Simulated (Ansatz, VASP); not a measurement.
**One calculation of AlRu, two programs**

```xyz
2
Lattice="2.9156 0.0000 0.0000 0.0000 2.9156 0.0000 0.0000 0.0000 2.9156" Properties=species:S:1:pos:R:3 pbc="T T T"
Al    0.0000    0.0000    0.0000
Ru    1.4578    1.4578    1.4578
```

Alike in both runs: task single point; functional PBEsol; k mesh 14 × 14 × 14; occupations gaussian, width 0.1 eV; no spin polarisation.

```csv
,VASP,Ansatz
version,VASP 6.6.1,Ansatz 0.2.0
potentials or method,"VASP PAW PBE potentials, release 64 (Al, Ru_pv)","scalar-relativistic, plane waves, PAW"
plane-wave cutoff (eV),520,420
valence electrons in the cell,17,19
```

VASP gave:

* gap on the k mesh at the Fermi level (eV): none
* pressure (GPa): 15.7

Question: Which values does Ansatz return?

Answer: gap on the k mesh at the Fermi level (eV): none; pressure (GPa): 15.5.

A gap of «none» marks a metal or a gap that the smearing closes. The functional is the same, so the differences come from potentials, cutoffs and numerics. The two sets of potentials don't hold the same shells in valence.

Caveats: so large a pressure means that the cell lies far from this level's equilibrium, or that cutoff or potentials fall short (VASP); the potentials were made for another functional, which shifts forces and pressure (VASP).
